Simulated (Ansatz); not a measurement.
ZrC:

```xyz
2
Lattice="0.0000 2.5455 2.5455 2.5455 0.0000 2.5455 2.5455 2.5455 0.0000" Properties=species:S:1:pos:R:3 pbc="T T T"
Zr    2.5455    2.5455    2.5455
C     3.8183    3.8183    3.8183
```

The cell was built by a generator and needn't be a form met in nature.

- Program: Ansatz 0.2.0
- Task: relaxation of cell and atoms
- Functional: HF
- Potentials or basis: Ansatz PAW
- Cutoff: 420 eV (not typed: the program's choice for these potentials)
- k mesh: 5 × 5 × 5
- Occupations: fermi-dirac, width 0.05 eV
- Spin: no spin polarisation

At the start: volume 16.49 Å³/atom.

Question: How do energy, volume and symmetry change on relaxing?

Answer: It ends after 7 steps and the volume is 17.31 Å³/atom (+5.0 %); space group F-43m (No. 216, to 0.05 Å).

The path:
```
step  energy change (eV)  largest force (eV/Å)  volume (Å³)
   1              0.0000                0.0000        32.99
   2             -0.0251                0.0000        35.60
   3             -0.0389                0.0000        34.68
   4             -0.0390                0.0000        34.62
   5             -0.0408                0.0000        34.62
   6             -0.0408                0.0000        34.63
   7             -0.0408                0.0000        34.63
```

Final structure:
```cif
data_structure
_symmetry_space_group_name_H-M 'P 1'
_symmetry_Int_Tables_number 1
_cell_length_a 3.6586
_cell_length_b 3.6586
_cell_length_c 3.6586
_cell_angle_alpha 60.000
_cell_angle_beta 60.000
_cell_angle_gamma 60.000
_cell_volume 34.63
loop_
_atom_site_label
_atom_site_type_symbol
_atom_site_fract_x
_atom_site_fract_y
_atom_site_fract_z
_atom_site_occupancy
Zr1 Zr 0.50000 0.50000 0.50000 1
C1 C 0.75000 0.75000 0.75000 1
```

Caveat: the k mesh is coarse (spacing up to 0.43 Å⁻¹), so the values aren't converged, least of all with exact exchange; the plane-wave basis is chosen anew once the cell has moved, so the energies of steps on either side of that aren't comparable; the PAW data sets come from PBE, with cores solved anew for the run's functional, which leaves a small shift of forces and pressure.
